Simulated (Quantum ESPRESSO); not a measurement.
# Pr under changes of volume

One of the cells (36.905 Å³/atom); the others are scaled copies at fixed shape and fractional positions:

```
CELL_PARAMETERS angstrom
-2.09737 2.09737 2.09737
2.09737 -2.09737 2.09737
2.09737 2.09737 -2.09737
ATOMIC_POSITIONS crystal
Pr 0.00000 0.00000 0.00000
```

This isn't the form of Pr at room conditions, which is double hcp.

| Quantity | Value |
| --- | --- |
| Program | Quantum ESPRESSO 7.5 |
| Functional | PBEsol |
| Potentials or basis | SSSP 1.3 efficiency PBE |
| Cutoff | 748 eV |
| Density cutoff | 5987 eV |
| k mesh | 9 × 9 × 9 |
| Occupations | fermi-dirac, width 0.05 eV |
| Spin | collinear spin, ferromagnetic start |
| Starting moments | [2.0] μB |

```tsv
volume (Å³/atom)	energy over the lowest point (meV/atom)	pressure (GPa)	moment (μB per cell)
34.691	0.00	-5.6	2.98
35.429	27.93	-5.8	2.99
36.167	56.61	-6.0	3.00
36.905	86.00	-6.1	3.01
37.643	116.05	-6.2	3.02
38.381	?	?	?
39.119	177.85	-6.5	3.03
```

Task: What does the run at 38.381 Å³/atom give?

Result: Energy over the lowest point 146.69 meV/atom; pressure -6.4 GPa; moment 3.02 μB per cell.

Worked out: A Birch-Murnaghan fit of order 3 (a polynomial in V^(-2/3)) to the other rows has no minimum within the range. It gives 146.68 meV/atom at 38.381 Å³/atom, against the run's 146.69, and -dE/dV = -6.7 GPa, against -6.4. A straight line through the other rows of the moment, of slope 0.0116 μB per Å³/atom, gives 3.02 μB, against the run's 3.02.

Energies are extrapolated to zero smearing.

Caveats: the potentials were made for another functional, which shifts forces and pressure; the magnetic or orbital state may not be the lowest.
